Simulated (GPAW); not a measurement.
**SnTe: band structure with r2SCAN**

SnTe:

```
Te Sn
1.0
     0.00000    3.61115    3.61115
     3.61115    0.00000    3.61115
     3.61115    3.61115    0.00000
Te Sn
1 1
Direct
  0.25000 0.25000 0.25000
  0.00000 0.00000 0.00000
```

Measurements of this composition are mostly on another form, of space group No. 225.

| Quantity | Value |
| --- | --- |
| Program | GPAW 26.7.0 |
| Task | band structure |
| Functional | r2SCAN |
| Potentials or basis | GPAW PAW data sets (gpaw-data 1.2.1) |
| Cutoff | 600 eV |
| Basis | pw |
| k mesh | 7 × 7 × 7 |
| Occupations | fermi-dirac, width 0.05 eV |
| Spin | no spin polarisation |
| Maxiter | 150 |
| Band path | GXWKGLUWLK,UX |
| Band points | 80 |

| Item | Value |
| --- | --- |
| Pressure | -0.7 GPa |
| Band gap on the k mesh | 0.40 eV, indirect (least direct gap 0.92 eV) |
| Band gap along the path | 0.15 eV, indirect (least direct gap 0.89 eV) |

Levels at the corners of the path, in eV from the valence-band top:
```csv
point,band 8,band 9,band 10,band 11,band 12,band 13
Γ,-2.16,-2.16,-2.16,1.05,1.05,1.05
X,-3.39,-3.39,-0.74,0.15,4.08,4.08
W,-3.65,-3.56,0.00,1.48,2.30,3.25
K,-3.78,-3.19,-0.54,1.23,3.22,3.33
Γ,-2.16,-2.16,-2.16,1.05,1.05,1.05
L,-2.71,-2.71,-2.12,1.89,1.89,3.58
U,-3.78,-3.19,-0.54,1.23,3.22,3.33
W,-3.65,-3.56,0.00,1.48,2.30,3.25
L,-2.71,-2.71,-2.12,1.89,1.89,3.58
K,-3.78,-3.19,-0.54,1.23,3.22,3.33
U,-3.78,-3.19,-0.54,1.23,3.22,3.33
X,-3.39,-3.39,-0.74,0.15,4.08,4.08
```

Wall time 6.3 min on 1 thread of Arm Neoverse V2, on a shared host, peak memory 0.54 GiB.

Caveat: the PAW data sets were made with another functional, which shifts forces and pressure a little; spin-orbit coupling is left out, which moves the levels of the heavy elements; the mesh misses the band edges, which the band path finds closer together.
